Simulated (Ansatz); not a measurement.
A film clamped to a substrate in Cu

Computed with DFT PBEsol, scalar-relativistic, plane waves, PAW (Ansatz). Settings: plane waves to 420 eV, k-mesh 28×28×28 (Γ-centred), Gaussian smearing 0.15 eV. No spin polarisation. Energies are free energies at this smearing, counted from the undisturbed cell; pressure is positive in compression.

Zero of the scan (relaxed at this level):

```
Cu
1.0
     0.00000    1.78169    1.78169
     1.78169    0.00000    1.78169
     1.78169    1.78169    0.00000
Cu
1
Cartesian
  0.0000 0.0000 0.0000
```

The cell (1 atom, V0 = 11.31 Å³) is strained by p along both x and y and by q along z, fractional coordinates fixed. τp = (1/V0) ∂E/∂p = (σxx + σyy)(1 + p)(1 + q) and τq = (1/V0) ∂E/∂q = σzz(1 + p)², with tension positive.

| p | q | ΔE (meV/atom) | τp (GPa) | τq (GPa) |
| --- | --- | --- | --- | --- |
| 0.000 | 0.000 | 0.00 | -0.04 | -0.02 |
| -0.025 | 0.000 | 17.27 | -20.35 | -7.88 |
| 0.025 | 0.000 | 14.57 | 15.88 | 6.77 |
| 0.000 | -0.025 | 4.93 | -7.87 | -5.67 |
| 0.000 | 0.025 | 4.49 | 6.76 | 5.01 |

Task: Get the second derivatives of the energy density.

Result: Central differences give A = ∂τp/∂p = 725 GPa (C11 + C22 + 2 C12), C = ∂τq/∂q = 214 GPa (C33) and the cross term B = ∂τq/∂p = 293 GPa (C13 + C23); ∂τp/∂q = 293 GPa must equal B, and any difference shows higher-order terms. The ions are clamped. In a cubic crystal C11 = C = 214, C12 = B/2 = 146 GPa and A should be 2(C11 + C12) = 720 GPa; the bulk modulus is (C11 + 2 C12)/3 = 169 GPa.

Task: A film of this crystal grows with z along the normal on a substrate that imposes p. How does its thickness respond, and what does the misfit cost?

Result: Count p and q from the stress-free cell. A free surface needs τq = 0, so q = −(B/C) p = -1.37 p. The energy density left is (A − B²/C) p²/2 = M p², with the biaxial modulus M = 161 GPa; a misfit of 1 % costs 1.14 meV/atom, against 2.56 meV/atom if the thickness were held.

In a metal these slopes depend on the k mesh and the smearing.

Cost: 25 runs of about 8.8 core-minutes in all, on Intel Xeon Platinum 8259CL (Skylake/Cascade Lake) (shared hosts).

Letting the thickness relax cuts the cost of a 1 % misfit from 2.56 to 1.14 meV/atom. The film thins under in-plane tension, but by less than constant volume would require, so part of the remaining energy is volumetric and the rest is tetragonal shear. Copper resists the volume change much more strongly than the shear: compression squeezes the filled 3d shells together and raises the kinetic energy of the sp electrons, whereas largely non-directional metallic bonding offers little resistance to a change of shape. The same short-range repulsion makes compression costlier than equal extension in both strain directions, so the harmonic misfit energy is only a small-strain estimate.

The bulk modulus of 169 GPa is well above the known value for copper, and C11 and C12 are also too large. The likely main cause is PBEsol's overbinding of this metal, which gives too short a lattice constant and hence a stiffer crystal. The biaxial modulus belongs to a (001) film; copper's strong elastic anisotropy makes a (111) film considerably stiffer.
